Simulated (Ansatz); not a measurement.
# BAs (F-43m) in Ansatz: relaxation of cell and atoms with revPBE+D3(BJ)

Aim: the relaxation of cell and atoms of BAs with revPBE+D3(BJ).

Everything below comes from runs of Ansatz 0.2.0. Logs are shortened: lines on timing, memory, paths and dates and some standing lists are left out, and cuts for length are marked.

## 1. Starting point

It takes space group F-43m (No. 216, cubic). Conventional cell: a = 4.777 Å, b = 4.777 Å, c = 4.777 Å, α = 90.00°, β = 90.00°, γ = 90.00°. As (site symmetry -43m) has 4 B at 2.07 Å as nearest neighbours. B (site symmetry -43m) has 4 As at 2.07 Å as nearest neighbours.

## 2. Relaxation of cell and atoms, revPBE+D3(BJ)

input.yaml reads:

```yaml
crystal:
  lattice:
    - [0.0, 2.3885, 2.3885]
    - [2.3885, 0.0, 2.3885]
    - [2.3885, 2.3885, 0.0]
  atoms:
    - { symbol: As, position: [0.75, 0.75, 0.75] }
    - { symbol: B, position: [0.0, 0.0, 0.0] }
kpoints:
  mp_grid: { grid: [10, 10, 10] }
scf:
  occupations: { method: fermi_dirac, width: 0.05 }
hamiltonian:
  xc: revpbe
  dispersion: d3bj
  pseudopotentials: { kind: all_electron, lapw: { basis_error: 0.001 } }
output:
  forces: true
  stress: true
relax:
  f_tol: 0.01
  max_steps: 60
  cell: {}
```

Potentials or basis: all-electron LAPW, scalar-relativistic.

On the command line:

```sh
ansatz run input.yaml --threads 1 --pin off --max-ram 3072MiB --backend cpu --events-out ev --progress --plain --runs-dir out
```

The program printed:

```text
Warning: RAYON_NUM_THREADS=1 ignored (pool sized by the plan → 1); use --threads N
The last accepted step is kept in <dir> (removed where the run ends without a failure and the disk answers)
LAPW: plane waves up to 9.416 Å⁻¹, error target 1.0e-3 eV per atom; small_component_spin mean_spin; B in spheres of 0.823 Å, 5 of its electrons in bands, Dirac shells []; As in spheres of 1.183 Å, 23 of its electrons in bands, Dirac shells [] (how accurate: hamiltonian.pseudopotentials.lapw.basis_error, Limitations)
Engine: ansatz 0.2.0, x86_64-unknown-linux-gnu
Pseudopotentials: kind: all_electron
Pseudopotential: As, LAPW, valence charge 23, lapw/all_electron/scalar/gaussian/As, Koelling and Harmon's equation, gaussian nucleus
Pseudopotential: B, LAPW, valence charge 5, lapw/all_electron/scalar/gaussian/B, Koelling and Harmon's equation, gaussian nucleus
Functional definition: revPBE
  parameter kappa = 1.245
  parameter beta = 0.06672455060314922
  exchange = pbe_x(kappa = kappa, mu = beta*pi^2/3)
  correlation = pbe_c(beta = beta)
Crystal: 2 atoms, lattice volume = 27.252 Å³
Basis set: ecut = 337.79174188542316 eV, 387 PW (Γ), exchange–correlation at level 2
Bands: 18, of which v1, the nominal top of the filled ones, is band 14 counted from 1 (13 counted from 0)
Symmetry: 24 space group operations
Space group: F-43m (ITA 216), of the structure as read, at distance tolerance 3.0e-5 Å
k-points: 47 of 1000 (time reversal used)
Non-local potential: As, projectors of the file, none
Non-local potential: B, projectors of the file, none
Initial density: superposition of atomic densities (chi_scale 0.1, normalization cell, long waves kept (reshape's long-wave potential 0.00 eV rms))
Initial wavefunctions: plane waves of lowest kinetic energy (no species holds an atomic orbital)
Functional: x = revpbe(κ = 1.245, μ = 0.2195149727645171), c = pbe(β = 0.06672455060314922)
iter 1 solved again at ethr=6.51e-3 eV; its pass at ethr=1.00e-1 eV (dr2=1.82e0 eV) is discarded
SCF iter   1: F=—  HF=-62207.015218 eV  |F-HF|=—  |Δ(HF+E_count)|=         —  Δρ=7.13e-2  dr2=1.83e0  ethr=6.51e-3  ⟨swp⟩=2.0  Hψ=5544  notcnv=0
preconditioner: auto → none  [insulator: Δε(μ)=1.712 eV  Ē_g=12.456 eV  σ=0.050 eV  W_gap=1.00  n_scr=14 (ndim 8)  ℏωp=20.1 eV  f_vac=0.000  D(μ)=0.00/eV (n_scr^D=0)  ε∞_Penn≈3.6]
iter 2 solved again at ethr=5.12e-4 eV; its pass at ethr=6.51e-3 eV (dr2=1.43e-1 eV) is discarded
SCF iter   2: F=—  HF=-62206.461118 eV  |F-HF|=—  |Δ(HF+E_count)|=   5.54e-1  Δρ=2.37e-2  dr2=1.43e-1  ethr=5.12e-4  ⟨swp⟩=2.0  Hψ=4398  notcnv=0
SCF iter   3: F=—  HF=-62206.430518 eV  |F-HF|=—  |Δ(HF+E_count)|=   3.06e-2  Δρ=1.03e-2  dr2=2.31e-2  ethr=5.12e-4  ⟨swp⟩=2.0  Hψ=2397  notcnv=0
SCF iter   4: F=—  HF=-62206.430654 eV  |F-HF|=—  |Δ(HF+E_count)|=         —  Δρ=3.20e-3  dr2=2.49e-3  ethr=8.26e-5  ⟨swp⟩=2.0  Hψ=2392  notcnv=0
the basis was enlarged: its passes take 173.3 KiB over the memory plan, 1 of 1 planned eigensolver slots
SCF iter   5: F=—  HF=-62206.429911 eV  |F-HF|=—  |Δ(HF+E_count)|=   7.43e-4  Δρ=6.44e-4  dr2=8.64e-5  ethr=8.89e-6  ⟨swp⟩=2.7  Hψ=2262  notcnv=0
SCF iter   6: F=—  HF=-62206.429989 eV  |F-HF|=—  |Δ(HF+E_count)|=   7.82e-5  Δρ=8.87e-5  dr2=1.57e-6  ethr=3.08e-7  ⟨swp⟩=3.0  Hψ=2395  notcnv=0
[... 23 lines left out ...]
SCF iter   2: F=—  HF=-62206.435727 eV  |F-HF|=—  |Δ(HF+E_count)|=   3.56e-5  Δρ=1.10e-4  dr2=4.19e-6  ethr=1.50e-8  ⟨swp⟩=2.0  Hψ=4011  notcnv=0
SCF iter   3: F=—  HF=-62206.435726 eV  |F-HF|=—  |Δ(HF+E_count)|=   5.15e-7  Δρ=4.99e-5  dr2=7.85e-7  ethr=1.50e-8  ⟨swp⟩=2.0  Hψ=2209  notcnv=0
SCF iter   4: F=—  HF=-62206.435727 eV  |F-HF|=—  |Δ(HF+E_count)|=   4.53e-7  Δρ=1.76e-5  dr2=9.07e-8  ethr=2.80e-9  ⟨swp⟩=3.0  Hψ=2365  notcnv=0
SCF iter   5: F=-62206.435727 eV  HF=-62206.435727 eV  |F-HF|=8.71e-9  |Δ(HF+E_count)|=   4.24e-8  Δρ=4.65e-6  dr2=3.96e-9  ethr=3.24e-10  ⟨swp⟩=3.0  Hψ=2397  notcnv=0
SCF 3 converged in 5 iterations: F = -62206.435727 eV  dr2 = 3.96e-9
relax step   3: F+E_penalty+E_count = -62206.43572683 eV  Δ(F+E_penalty+E_count) = -4.712e-4 eV  max|allowed force component| = 2.197e-17 eV/Å  Δτ_max = 0.0000 Å  P = +0.032 GPa  Ω = 26.649 Å³  (5 SCF iters, accepted)
iter 1 solved again at ethr=1.41e-11 eV; its pass at ethr=1.00e-1 eV (dr2=3.96e-9 eV) is discarded
SCF iter   1: F=—  HF=-62206.435727 eV  |F-HF|=—  |Δ(HF+E_count)|=         —  Δρ=4.65e-6  dr2=3.97e-9  ethr=1.41e-11  ⟨swp⟩=6.7  Hψ=4389  notcnv=0
preconditioner: auto → none  [insulator: Δε(μ)=1.183 eV  Ē_g=12.623 eV  σ=0.050 eV  W_gap=1.00  n_scr=14 (ndim 8)  ℏωp=20.3 eV  f_vac=0.030  D(μ)=0.00/eV (n_scr^D=0)  ε∞_Penn≈3.6]
SCF iter   2: F=-62206.435727 eV  HF=-62206.435727 eV  |F-HF|=3.73e-9  |Δ(HF+E_count)|=   8.69e-9  Δρ=2.59e-6  dr2=1.27e-9  ethr=1.41e-11  ⟨swp⟩=3.0  Hψ=2349  notcnv=0
SCF 4 converged in 2 iterations: F = -62206.435727 eV  dr2 = 1.27e-9
relax step   4: F+E_penalty+E_count = -62206.43572734 eV  Δ(F+E_penalty+E_count) = -5.051e-7 eV  max|allowed force component| = 2.776e-17 eV/Å  Δτ_max = 0.0000 Å  P = +0.032 GPa  Ω = 26.649 Å³  stress off target by 3.20e-2 GPa  SCF on the basis re-selected at this cell (its energy is not comparable with the rows above)  (2 SCF iters)
basis re-selected at this cell: Δ(F+E_penalty+E_count) = -5.051e-7 eV, ΔP = -0.000 GPa vs the last step (what re-selecting the basis moved, after the strain that the cell walked since its last selection, with what the two solves' SCF thresholds leave and, on support functions, any second-order correction that the steps lacked; it is no measure of the basis error at this ecutwfc). This SCF's stress stands 3.20e-2 GPa from its target on what of the cell is left free (relax.cell.stress_tol is 5.00e-2 GPa) and its largest allowed force component is 2.78e-17 eV/Å (relax.f_tol is 1.00e-2 eV/Å): within both
SCF converged after 2 iterations
Free energy (F): -62206.435727 eV
Harris-Foulkes:  -62206.435727 eV  (|F-HF|=3.73e-9)
Internal energy: -62206.435727 eV  (E = F + TS)
E sigma→0 (E₀):  -62206.435727 eV
Entropy (-TS):   -0.000000 eV (-0.000 meV/atom)
Fermi energy:    12.754412 eV
--- Per-component energies (eV) ---
  E_band       = -1562.965310
  E_kinetic    = 63578.517103
  E_xc         = -2399.350988
  E_electrostatic = -123384.269018  (all electrons and nuclei)
  E_disp       = -1.332824  (pairwise vdW)
  E_smearing   = -0.000000  (= −TS)
  E_closure    = 0.000000  (closes the sum)
  E_atoms      = -62194.361700  (free atoms, spherical and without spin; not in F)
  Σ components = -62206.435727   (vs F -62206.435727, Δ=0.00e0)
  Basis errors (estimates in eV, not in F): energy 5.7e-4 per atom: plane waves 5.3e-4 (3.1e-4 summed), levels above the bands 1.7e-41, relativity 9.5e-9, radial functions 4.4e-5, core shells 2.4e-11; eigenvalues (radial functions only) 7.7e-7; not estimated: angular momenta, meshes, grids; target (lapw.basis_error) 1.0e-3; muffin-tin radii B 0.817 Å, As 1.174 Å
--- Forces (eV/Å), atoms counted from 1 ---
  atom   1  As     0.00000000     0.00000000    -0.00000000
  atom   2  B      0.00000000    -0.00000000     0.00000000
  max |Σ_I F_I| component: 3.70e-17 eV/Å
--- Stress (GPa, compression-positive) ---
        0.031955      -0.000000      -0.000000
       -0.000000       0.031955       0.000000
       -0.000000       0.000000       0.031955
  P = ⅓ Tr σ = 0.0320 GPa (0.320 kbar)
--- Relaxed structure (3 steps of the walk, 3 accepted, 1 SCFs on fresh bases) ---
  F+E_penalty+E_count = -62206.43572734 eV   max|allowed force component| = 2.776e-17 eV/Å   (the final SCF, on the basis selected at the relaxed cell)
  cell:  # Å, volume = 26.6486 Å³
    - [-1.0190744065791179e-34, 2.370727276481579, 2.370727276481579]
    - [2.370727276481579, 1.1974124277304636e-33, 2.370727276481579]
    - [2.370727276481579, 2.370727276481579, 1.3247967285528534e-33]
  atoms:
    - { symbol: As, position: [0.7499999999999999, 0.7499999999999999, 0.7499999999999999] }
    - { symbol: B, position: [3.027954019920096e-34, -3.733496704173323e-34, -1.776455687137588e-34] }
```

It took 67 s on 1 thread of Intel Xeon at 2.50GHz (Skylake/Cascade Lake), shared host; peak memory 0.31 GiB.

What came out:

| Quantity | Value |
| --- | --- |
| Free energy | -62206.4357 eV |
| Relaxed volume | 13.32 Å³/atom |
| Relaxed cell | a = 3.353 Å, b = 3.353 Å, c = 3.353 Å, α = 60.00°, β = 60.00°, γ = 60.00° |
| Space group after relaxing (to 0.05 Å) | F-43m (No. 216) |
| Energy gained by relaxing | 2.9 meV/atom |
| Ionic steps | 4 |
| Pressure after relaxing | 0.0 GPa |
| Band gap on the k mesh | 1.18 eV |

The path:
```csv
step,energy change (eV),largest force (eV/Å),volume (Å³)
1,0.0000,0.0000,27.25
2,-0.0053,0.0000,26.82
3,-0.0057,0.0000,26.65
4,-0.0057,0.0000,26.65
```

Final structure:
```yaml
crystal:
  lattice:
    - [0.00000, 2.37073, 2.37073]
    - [2.37073, 0.00000, 2.37073]
    - [2.37073, 2.37073, 0.00000]
  atoms:
    - { symbol: As, position: [0.75000, 0.75000, 0.75000] }
    - { symbol: B, position: [0.00000, 0.00000, 0.00000] }
```

A k mesh can miss the band edges.
